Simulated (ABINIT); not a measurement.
# Si2W (I4/mmm) in ABINIT: further runs

The runs below take Si2W through relaxation of cell and atoms, with PBEsol, LDA.

Program: ABINIT 10.8.3 (patched build). These are calculated values, not measurements. Logs are shortened: lines on timing, memory, paths and dates and some standing lists are left out, and cuts for length are marked. The log counts tension as positive stress, the text compression.

### Step 1. The crystal as given

It takes space group I4/mmm (No. 139, tetragonal). The conventional cell has a = 3.214 Å, b = 3.214 Å, c = 7.830 Å, α = 90.00°, β = 90.00°, γ = 90.00°. W (site symmetry 4/mmm) has 10 Si at 2.62 Å as nearest neighbours. Si (site symmetry 4mm) has 5 Si at 2.59 to 2.63 Å and 5 W at 2.62 Å as nearest neighbours.

### Step 2. Relaxation of cell and atoms, PBEsol

run.abi reads:

```
# Pseudopotentials
pp_dirpath "./"
pseudos "W.GGA_PBE-JTH.xml, Si.GGA_PBE-JTH.xml"

# Structure
acell 8.5542390769 8.5542390769 8.5542390769
rprim
    -0.3549820016     0.3549820016     0.8648558013
     0.3549820016    -0.3549820016     0.8648558013
     0.3549820016     0.3549820016    -0.8648558013
ntypat 2
znucl 74 14
natom 3
typat 1 2 2
xcart
     0.0000000000     0.0000000000     0.0000000000
     0.0000000000     0.0000000000     5.2092324700
     0.0000000000     0.0000000000     2.6206675300 Angstrom
chkprim 0
chksymtnons 0
tolsym 1.0e-6

# Plane-wave basis
ecut 16.0
pawecutdg 32.0
pawxcdev 0

# k points
kptopt 1
ngkpt 12 12 12
nshiftk 1
shiftk 0.0 0.0 0.0

# Exchange and correlation
ixc -116133

# Bands and occupations
nband 15
occopt 3
tsmear 0.05 eV

# SCF cycle
nstep 100
tolvrs 1.0e-9

# Output
iomode 3
prtwf 0
prtden 0
prteig 0
prtebands 0

# Relaxation
ionmov 2
ntime 60
tolmxf 5.0e-5
optcell 2
dilatmx 1.08
ecutsm 0.5
```

Potentials or basis: JTH PAW PBE v2.0.

On the command line:

```
$ abinit run.abi > log 2>&1
```

run.abo:

```text
.Version 10.8.3 of ABINIT
 Symmetries : space group I4/m m m (#139); Bravais tI (body-center tetrag.)
================================================================================
 Values of the parameters that define the memory need of the present run
     intxc =       0    ionmov =       2      iscf =      17    lmnmax =      18
     lnmax =       6     mgfft =      36  mpssoang =       3    mqgrid =    3001
     natom =       3  nloc_mem =       2    nspden =       1   nspinor =       1
    nsppol =       1      nsym =      16    n1xccc =       1    ntypat =       2
    occopt =       3   xclevel =       2
       mpw =        1076          nfft =       46656          nkpt =         163
 PAW method is used; the additional fine FFT grid is defined by:
   mgfftf=        48    nfftf =    110592
================================================================================
================================================================================

--------------------------------------------------------------------------------
------------- Echo of variables that govern the present computation ------------
--------------------------------------------------------------------------------
 -outvars: echo values of preprocessed input variables --------
            acell      8.5542390769E+00  8.5542390769E+00  8.5542390769E+00 Bohr
              amu      1.83850000E+02  2.80855000E+01
          chkprim           0
      chksymtnons           0
          dilatmx      1.08000000E+00
             ecut      1.60000000E+01 Hartree
           ecutsm      5.00000000E-01 Hartree
           ionmov           2
                       outvar_i_n : Printing only first  50 k-points.
              ixc     -116133
                       outvar_i_n : Printing only first  50 k-points.
         kptrlatt       12    0    0      0   12    0      0    0   12
          kptrlen      7.28784218E+01
            natom           3
            nband          15
            ngfft          36      36      36
          ngfftdg          48      48      48
             nkpt         163
            nstep         100
             nsym          16
            ntime          60
           ntypat           2
                       prtocc : prtvol=0, do not print more k-points.
           occopt           3
          optcell           2
        pawecutdg      3.20000000E+01 Hartree
         pawxcdev           0
           prtden           0
        prtebands           0
           prteig           0
            prtwf           0
            rprim     -3.5498200160E-01  3.5498200160E-01  8.6485580130E-01
                       3.5498200160E-01 -3.5498200160E-01  8.6485580130E-01
                       3.5498200160E-01  3.5498200160E-01 -8.6485580130E-01
          spgroup         139
           tolsym      1.00000000E-06
           tolvrs      1.00000000E-09
           tsmear      1.83746611E-03 Hartree
            typat      1  2  2
           useylm           1
                       outvars : Printing only first  50 k-points.
           xangst      0.0000000000E+00  0.0000000000E+00  0.0000000000E+00
                      -6.5854899381E-17  6.5854899381E-17  5.2092324672E+00
                       9.2547477871E-18 -9.2547477871E-18  2.6206675272E+00
            xcart      0.0000000000E+00  0.0000000000E+00  0.0000000000E+00
                      -1.2444772388E-16  1.2444772388E-16  9.8440226892E+00
                       1.7488938682E-17 -1.7488938682E-17  4.9523438935E+00
             xred      0.0000000000E+00  0.0000000000E+00  0.0000000000E+00
                       6.6530000012E-01  6.6530000012E-01  0.0000000000E+00
                       3.3469999988E-01  3.3469999988E-01  0.0000000000E+00
            znucl       74.00000   14.00000

================================================================================

 chkinp: Checking input parameters for consistency.

================================================================================
== DATASET  1 ==================================================================

--- !DatasetInfo
iteration_state: {dtset: 1, }
dimensions: {natom: 3, nkpt: 163, mband: 15, nsppol: 1, nspinor: 1, nspden: 1, mpw: 1076, }
cutoff_energies: {ecut:  16.0, pawecutdg:  32.0, }
electrons: {nelect:   2.20000000E+01, charge:   0.00000000E+00, occopt:   3.00000000E+00, tsmear:   1.83746611E-03, }
meta: {optdriver: 0, ionmov: 2, optcell: 2, iscf: 17, paral_kgb: 0, }
...

 Real(R)+Recip(G) space primitive vectors, cartesian coordinates (Bohr,Bohr^-1):
 R(1)= -3.0366009  3.0366009  7.3981833  G(1)=  0.0000000  0.1646578  0.0675842
 R(2)=  3.0366009 -3.0366009  7.3981833  G(2)=  0.1646578  0.0000000  0.0675842
 R(3)=  3.0366009  3.0366009 -7.3981833  G(3)=  0.1646578  0.1646578  0.0000000
 Unit cell volume ucvol=  2.7287297E+02 bohr^3
 Angles (23,13,12)=  1.38415317E+02  1.38415317E+02  6.02675125E+01 degrees

 Coarse grid specifications (used for wave-functions):

 getcut: wavevector=  0.0000  0.0000  0.0000  ngfft=  36  36  36
         ecut(hartree)=     18.662   => boxcut(ratio)=   2.16741

 Fine grid specifications (used for densities):

 getcut: wavevector=  0.0000  0.0000  0.0000  ngfft=  48  48  48
         ecut(hartree)=     37.325   => boxcut(ratio)=   2.04033

--- Pseudopotential description ------------------------------------------------
- pspini: atom type   1  psp file is ./W.GGA_PBE-JTH.xml
 Pseudopotential format is: paw10
 basis_size (lnmax)=  6 (lmn_size= 18), orbitals=   0   0   1   1   2   2
 Spheres core radius: rc_sph= 2.41188978
 Shapefunction is BESSEL type: shapef(r,l)=aa(1,l)*jl(q(1,l)*r)+aa(2,l)*jl(q(2,l)*r)
 Radius for shape functions =  2.10354610
 Compensation charge density is not taken into account in XC energy/potential

- pspini: atom type   2  psp file is ./Si.GGA_PBE-JTH.xml
 Pseudopotential format is: paw10
 basis_size (lnmax)=  4 (lmn_size=  8), orbitals=   0   0   1   1
 Spheres core radius: rc_sph= 1.90944987
 Shapefunction is BESSEL type: shapef(r,l)=aa(1,l)*jl(q(1,l)*r)+aa(2,l)*jl(q(2,l)*r)
 Radius for shape functions =  1.60149249
 Compensation charge density is not taken into account in XC energy/potential

   1.24381609E+03                                ecore*ucvol(ha*bohr**3)
--------------------------------------------------------------------------------

================================================================================

=== [ionmov= 2] Broyden-Fletcher-Goldfarb-Shanno method (forces)
================================================================================

--- Iteration: ( 1/60) Internal Cycle: (1/1)
--------------------------------------------------------------------------------

---SELF-CONSISTENT-FIELD CONVERGENCE--------------------------------------------

--- !BeginCycle
iteration_state: {dtset: 1, itime: 1, icycle: 1, }
solver: {iscf: 17, nstep: 100, nline: 4, wfoptalg: 10, }
tolerances: {tolvrs: 1.00E-09, }
...
[... 826 lines left out ...]
 -3.02678224387723E+00  3.02678224387723E+00  7.38868906782113E+00
  3.02678224387723E+00 -3.02678224387723E+00  7.38868906782113E+00
  3.02678224387723E+00  3.02678224387723E+00 -7.38868906782113E+00
 Unitary Cell Volume (ucvol) [Bohr^3]=  2.70763261872066E+02
 Angles (23,13,12)= [degrees]
  1.38478907243304E+02  1.38478907243304E+02  6.01703160347914E+01
 Lengths [Bohr]
  8.53906011482765E+00  8.53906011482765E+00  8.53906011482765E+00
 Stress tensor in cartesian coordinates (strten) [Ha/bohr^3]
  5.64612890607830E-08  0.00000000000000E+00  0.00000000000000E+00
  0.00000000000000E+00  5.64612890815996E-08  0.00000000000000E+00
  0.00000000000000E+00  0.00000000000000E+00  1.54154132701867E-07
 Total energy (etotal) [Ha]= -7.71069049717429E+01

 Difference of energy with previous step (new-old):
           Absolute (Ha)=-4.42193E-09
           Relative     =-5.73481E-11

 At Broyd/MD step   8, gradients are converged :
  max grad (force/stress) = 1.5415E-05 < tolmxf= 5.0000E-05 ha/bohr (free atoms)

================================================================================

 ----iterations are completed or convergence reached----

 Mean square residual over all n,k,spin=   11.809E-11; max=  15.480E-08
 reduced coordinates (array xred) for    3 atoms
      -0.000000000000     -0.000000000000     -0.000000000000
       0.665590942726      0.665590942726      0.000000000000
       0.334409057274      0.334409057274     -0.000000000000
 rms dE/dt=  1.7172E-05; max dE/dt=  2.1031E-05; dE/dt below (all hartree)
    1       0.000000000000      0.000000000000      0.000000000000
    2       0.000021031038      0.000021031038     -0.000021031038
    3      -0.000021031038     -0.000021031038      0.000021031038

 cartesian coordinates (angstrom) at end:
    1     -0.00000000000000    -0.00000000000000     0.00000000000000
    2      0.00000000000000    -0.00000000000000     5.20482249224981
    3      0.00000000000000    -0.00000000000000     2.61502924872326

 cartesian forces (hartree/bohr) at end:
    1     -0.00000000000000    -0.00000000000000    -0.00000000000000
    2     -0.00000000000000    -0.00000000000000    -0.00000284638285
    3      0.00000000000000     0.00000000000000     0.00000284638285
 frms,max,avg= 1.3417977E-06 2.8463829E-06   0.000E+00  0.000E+00  0.000E+00 h/b

 cartesian forces (eV/Angstrom) at end:
    1     -0.00000000000000    -0.00000000000000    -0.00000000000000
    2     -0.00000000000000    -0.00000000000000    -0.00014636689129
    3      0.00000000000000     0.00000000000000     0.00014636689129
 frms,max,avg= 6.8998014E-05 1.4636689E-04   0.000E+00  0.000E+00  0.000E+00 e/A
 length scales=  8.539060114828  8.539060114828  8.539060114828 bohr
              =  4.518676012232  4.518676012232  4.518676012232 angstroms
 Fermi (or HOMO) energy (hartree) =   0.39769   Average Vxc (hartree)=  -0.46219
 Eigenvalues (hartree) for nkpt= 163  k points:
 kpt#   1, nband= 15, wtk=  0.00058, kpt=  0.0000  0.0000  0.0000 (reduced coord)
  -2.31621   -1.00276   -1.00180   -1.00180   -0.12326    0.14261    0.25916    0.27214
   0.29148    0.29148    0.42025    0.50063    0.50496    0.51299    0.51299
      occupation numbers for kpt#   1
   2.00000    2.00000    2.00000    2.00000    2.00000    2.00000    2.00000    2.00000
   2.00000    2.00000    0.00001    0.00000    0.00000    0.00000    0.00000
 prteigrs : prtvol=0 or 1, do not print more k-points.

--- !EnergyTerms
iteration_state     : {dtset: 1, itime: 8, icycle: 1, }
comment             : Components of total free energy in Hartree
kinetic             :  1.02650010244031E+01
hartree             :  1.59293681186911E+01
xc                  : -1.25372457049827E+01
Ewald energy        : -6.28018919740757E+01
psp_core            :  4.59374021902666E+00
local_psp           : -3.94126785041627E+01
PAW spherical_terms :  6.85686808134536E+00
internal            : -7.71068387397550E+01
'-kT*entropy'       : -6.77413296588363E-05
total_energy        : -7.71069064810846E+01
total_energy_eV     : -2.09818581448953E+03
...

--- !EnergyTermsDC
iteration_state     : {dtset: 1, itime: 8, icycle: 1, }
comment             : '"Double-counting" decomposition of free energy'
band_energy         : -7.77875398479082E+00
Ewald energy        : -6.28018919740757E+01
psp_core            :  4.59374021902666E+00
xc_dc               : -2.05152369515571E+01
PAW spherical_terms :  9.39530546098369E+00
internal            : -7.71068372304133E+01
'-kT*entropy'       : -6.77413296588363E-05
total_energy_dc     : -7.71069049717429E+01
total_energy_dc_eV  : -2.09818577341825E+03
...

--- !EnergyTermsWithPAWCore
iteration_state     : {dtset: 1, itime: 8, icycle: 1, }
comment             : 'Components of total free energy, including PAW core contributions'
Total energy        : -1.67173274021852E+04
Total energy DC     : -1.67173274006759E+04
Total energy (eV)   : -4.54901652941384E+05
Total energy DC (eV): -4.54901652900312E+05
...

 rms coord change=  1.9396E-04   atom, delta coord (reduced):
     1       -0.000000000000     -0.000000000000     -0.000000000000
     2        0.000290942608      0.000290942608      0.000000000000
     3       -0.000290942608     -0.000290942608     -0.000000000000

 Cartesian components of stress tensor (hartree/bohr^3)
  sigma(1 1)=  5.64612891E-08  sigma(3 2)=  0.00000000E+00
  sigma(2 2)=  5.64612891E-08  sigma(3 1)=  0.00000000E+00
  sigma(3 3)=  1.54154133E-07  sigma(2 1)=  0.00000000E+00

-Cartesian components of stress tensor (GPa)         [Pressure= -2.6192E-03 GPa]
- sigma(1 1)=  1.66114848E-03  sigma(3 2)=  0.00000000E+00
- sigma(2 2)=  1.66114848E-03  sigma(3 1)=  0.00000000E+00
- sigma(3 3)=  4.53537117E-03  sigma(2 1)=  0.00000000E+00

== END DATASET(S) ==============================================================
================================================================================

 -outvars: echo values of variables after computation  --------
            acell      8.5390601148E+00  8.5390601148E+00  8.5390601148E+00 Bohr
           etotal     -7.7106904972E+01
            fcart     -0.0000000000E+00 -4.2351647363E-22 -1.4117215788E-22
                      -7.2528796907E-22 -3.0177149544E-22 -2.8463828541E-06
                       7.2528796907E-22  7.2528796907E-22  2.8463828541E-06
            rprim     -3.5446316142E-01  3.5446316142E-01  8.6528130362E-01
                       3.5446316142E-01 -3.5446316142E-01  8.6528130362E-01
                       3.5446316142E-01  3.5446316142E-01 -8.6528130362E-01
           strten      5.6461289061E-08  5.6461289082E-08  1.5415413270E-07
                       0.0000000000E+00  0.0000000000E+00  0.0000000000E+00
           xangst     -1.4404646645E-19 -4.4458950442E-20  2.0555332935E-20
                       1.5956850674E-16 -1.5915816874E-16  5.2048224922E+00
                       2.1475214987E-17 -2.1741760356E-17  2.6150292487E+00
             xred     -1.1250030625E-20 -4.2338017082E-20 -5.8845265776E-20
                       6.6559094273E-01  6.6559094273E-01  1.2809418944E-19
                       3.3440905727E-01  3.3440905727E-01 -8.3206802965E-20
 Calculation completed.
```

Wall time 15 min (1 thread of Intel Xeon Platinum 8375C at 2.90GHz (Ice Lake), shared host); peak memory 0.21 GiB.

Results:

- Free energy: -2098.1858 eV
- Relaxed volume: 13.37 Å³/atom
- Relaxed cell: a = 4.519 Å, b = 4.519 Å, c = 4.519 Å, α = 138.48°, β = 138.48°, γ = 60.17°
- Space group after relaxing (to 0.05 Å): I4/mmm (No. 139)
- Energy gained by relaxing: 0.6 meV/atom
- Ionic steps: 8
- Pressure after relaxing: 0.0 GPa
- Band gap on the k mesh: none (metal or under the smearing width)
- Valence electrons inside the program's atomic spheres: W 11.89; Si 1.57

Step by step:
| step | energy change (eV) | largest force (eV/Å) | pressure (GPa) | volume (Å³) |
| --- | --- | --- | --- | --- |
| 1 | 0.0000 | 0.0276 | -1.71 | 40.44 |
| 2 | -0.0015 | 0.0354 | -0.52 | 40.22 |
| 3 | -0.0018 | 0.0303 | 0.04 | 40.12 |
| 4 | -0.0018 | 0.0225 | 0.06 | 40.12 |
| 5 | -0.0018 | 0.0072 | 0.02 | 40.12 |
| 6 | -0.0018 | 0.0034 | 0.00 | 40.12 |
| 7 | -0.0018 | 0.0001 | -0.01 | 40.12 |
| 8 | -0.0018 | 0.0001 | 0.00 | 40.12 |

Final structure:
```
CELL_PARAMETERS angstrom
-1.60170 1.60170 3.90993
1.60170 -1.60170 3.90993
1.60170 1.60170 -3.90993
ATOMIC_POSITIONS crystal
W 0.00000 0.00000 0.00000
Si 0.66559 0.66559 0.00000
Si 0.33441 0.33441 0.00000
```

Levels at points of the mesh, in eV from the Fermi level:
| k point | band 7 | band 8 | band 9 | band 10 | band 11 | band 12 | band 13 | band 14 | band 15 |
| --- | --- | --- | --- | --- | --- | --- | --- | --- | --- |
| (0.00, 0.00, 0.00) | -3.77 | -3.42 | -2.89 | -2.89 | 0.61 | 2.80 | 2.92 | 3.14 | 3.14 |
| (0.50, 0.00, 0.00) | -5.82 | -4.91 | -2.84 | -2.83 | -0.46 | 2.70 | 2.81 | 3.97 | 4.44 |
| (0.50, 0.50, 0.00) | -6.07 | -5.51 | -5.08 | -3.32 | -1.77 | 2.81 | 2.97 | 3.14 | 3.90 |
| (0.50, 0.50, 0.50) | -3.94 | -2.64 | -0.85 | -0.85 | -0.53 | -0.53 | 0.79 | 4.50 | 4.93 |

Caveat: the PAW data sets were made with another functional, which shifts forces and pressure a little.

### Step 3. Relaxation of cell and atoms, LDA

Changes to run.abi since step 2:

```diff
@@ -2,3 +2,3 @@
 pp_dirpath "./"
-pseudos "W.GGA_PBE-JTH.xml, Si.GGA_PBE-JTH.xml"
+pseudos "W.LDA_PW-JTH.xml, Si.LDA_PW-JTH.xml"
 
@@ -25,3 +25,2 @@
 pawecutdg 32.0
-pawxcdev 0
 
@@ -34,3 +33,3 @@
 # Exchange and correlation
-ixc -116133
+ixc 7
```

Potentials or basis: JTH PAW LDA v2.0.

On the command line:

```
$ abinit run.abi > log 2>&1
```

It took 15 min on 1 thread of Intel Xeon Platinum 8375C at 2.90GHz (Ice Lake), shared host; peak memory 0.19 GiB.

The run converged. Its results:

* Free energy: -2106.8397 eV
* Relaxed volume: 13.15 Å³/atom
* Relaxed cell: a = 4.492 Å, b = 4.492 Å, c = 4.492 Å, α = 138.47°, β = 138.47°, γ = 60.18°
* Space group after relaxing (to 0.05 Å): I4/mmm (No. 139)
* Energy gained by relaxing: 5.9 meV/atom
* Ionic steps: 7
* Pressure after relaxing: 0.0 GPa
* Band gap on the k mesh: none (metal or under the smearing width)
* Valence electrons inside the program's atomic spheres: W 11.95; Si 1.60

Step by step:
```tsv
step	energy change (eV)	largest force (eV/Å)	pressure (GPa)	volume (Å³)
1	0.0000	0.0495	-5.64	40.44
2	-0.0161	0.0069	-1.73	39.74
3	-0.0177	0.0252	0.05	39.44
4	-0.0178	0.0194	0.02	39.45
5	-0.0178	0.0079	0.00	39.45
6	-0.0178	0.0053	-0.01	39.45
7	-0.0178	0.0001	0.00	39.44
```

Final structure:
```
W Si
1.0
    -1.59276    1.59276    3.88698
     1.59276   -1.59276    3.88698
     1.59276    1.59276   -3.88698
W Si
1 2
Direct
  0.00000 0.00000 0.00000
  0.66540 0.66540 0.00000
  0.33460 0.33460 0.00000
```

Levels at points of the mesh, in eV from the Fermi level:
```csv
k point,band 9,band 10,band 11,band 12,band 13,band 14
"(0.00, 0.00, 0.00)",-2.92,-2.92,0.61,2.87,2.99,3.18
"(0.50, 0.00, 0.00)",-2.88,-2.88,-0.47,2.73,2.84,4.01
"(0.50, 0.50, 0.00)",-5.11,-3.37,-1.70,2.87,3.00,3.19
"(0.50, 0.50, 0.50)",-0.83,-0.83,-0.55,-0.55,0.79,4.54
```
